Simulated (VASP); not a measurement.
Mg: equation of state with LDA

The system is Mg.

```
CELL_PARAMETERS angstrom
-1.83599 1.83599 1.67940
1.83599 -1.83599 1.67940
1.83599 1.83599 -1.67940
ATOMIC_POSITIONS crystal
Mg 0.00000 0.00000 0.00000
```

This isn't the form of Mg at room conditions, which is hcp.

```
Program             : VASP 6.6.1
Task                : equation of state
Functional          : LDA
Potentials or basis : VASP PAW LDA potentials, release 64 (Mg)
Cutoff              : 520 eV
k mesh              : 11 × 11 × 11
Occupations         : gaussian, width 0.05 eV
Spin                : no spin polarisation
```

```
Equilibrium volume                        : 21.49 Å³/atom
Bulk modulus at fixed shape and positions : 40 GPa
Pressure derivative of the bulk modulus   : 4.1
```

Energy against volume, from the lowest point:
```
volume (Å³/atom)  energy (meV/atom)
          21.286               0.00
          21.738               0.10
          22.191               2.47
          22.644               6.86
          23.097              13.09
          23.550              20.97
          24.003              30.32
```

It took 84 s on 1 thread of Intel(R) Xeon(R) Platinum 8375C CPU @ 2.90GHz (Ice Lake), with other jobs on the host, peak memory 0.13 GiB.

Caveat: the cell was scaled at fixed shape and fractional positions, which overstates the stiffness of a crystal with free parameters, most of all of layers and chains.
